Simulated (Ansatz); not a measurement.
A film clamped to a substrate in InP

Level of theory: Ansatz 0.2.0, DFT PBE, scalar-relativistic, plane waves, PAW. Cutoff 420 eV, Γ-centred 10×10×10 k-points, Gaussian smearing of 0.05 eV. No spin polarisation. Energies are free energies at this smearing, counted from the undisturbed cell; pressure is positive in compression.

Reference structure (relaxed at this level):

```
In P
1.0
     0.00000    2.98003    2.98003
     2.98003    0.00000    2.98003
     2.98003    2.98003    0.00000
In P
1 1
Cartesian
  0.0000 0.0000 0.0000
  4.4701 4.4701 4.4701
```

The cell (2 atoms, V0 = 52.93 Å³) is strained by p along both x and y and by q along z, fractional coordinates fixed. τp = (1/V0) ∂E/∂p = (σxx + σyy)(1 + p)(1 + q) and τq = (1/V0) ∂E/∂q = σzz(1 + p)², with tension positive.

```csv
p,q,ΔE (meV/atom),τp (GPa),τq (GPa)
0.000,0.000,0.00,0.04,0.02
-0.015,0.000,5.01,-4.16,-1.44
0.015,0.000,4.85,3.80,1.31
0.000,-0.015,1.58,-1.39,-1.30
0.000,0.015,1.64,1.35,1.30
```

Question: Get the second derivatives of the energy density.

Answer: Central differences give A = ∂τp/∂p = 266 GPa (C11 + C22 + 2 C12), C = ∂τq/∂q = 87 GPa (C33) and the cross term B = ∂τq/∂p = 92 GPa (C13 + C23); ∂τp/∂q = 91 GPa must equal B, and any difference shows higher-order terms. The ions are clamped. In a cubic crystal C11 = C = 87, C12 = B/2 = 46 GPa and A should be 2(C11 + C12) = 265 GPa; the bulk modulus is (C11 + 2 C12)/3 = 59 GPa.

Question: A film of this crystal grows with z along the normal on a substrate that imposes p. How does its thickness respond, and what does the misfit cost?

Answer: Count p and q from the stress-free cell. A free surface needs τq = 0, so q = −(B/C) p = -1.05 p. The energy density left is (A − B²/C) p²/2 = M p², with the biaxial modulus M = 84 GPa; a misfit of 1 % costs 1.39 meV/atom, against 2.19 meV/atom if the thickness were held.

The gap closes along the scan, which can put kinks into the curve.

Under in-plane tension the film thins by slightly more than the imposed strain, yet its volume still grows. Letting the thickness adjust removes over a third of the elastic cost of holding it fixed. This reflects the open tetrahedral network: bending bond angles costs less than stretching the In–P bonds, so the free surface lets the film trade much of the stretching for bending. Clamping the ions costs nothing here, because symmetry keeps both sublattices free of internal forces under strains along the cubic axes.

The bulk modulus of 59 GPa and C11 of 87 GPa are lower than measured for InP, in line with PBE's overlong, too soft bonds. The thickness response, as a ratio of constants, should suffer less than the misfit energy. Real InP keeps a sizeable direct gap at such small strains, so the closure probably stems from the semilocal underestimate of the gap, aggravated by the expanded lattice. The biaxial modulus holds for a (001) film; other orientations also need C44, where internal displacements do matter.
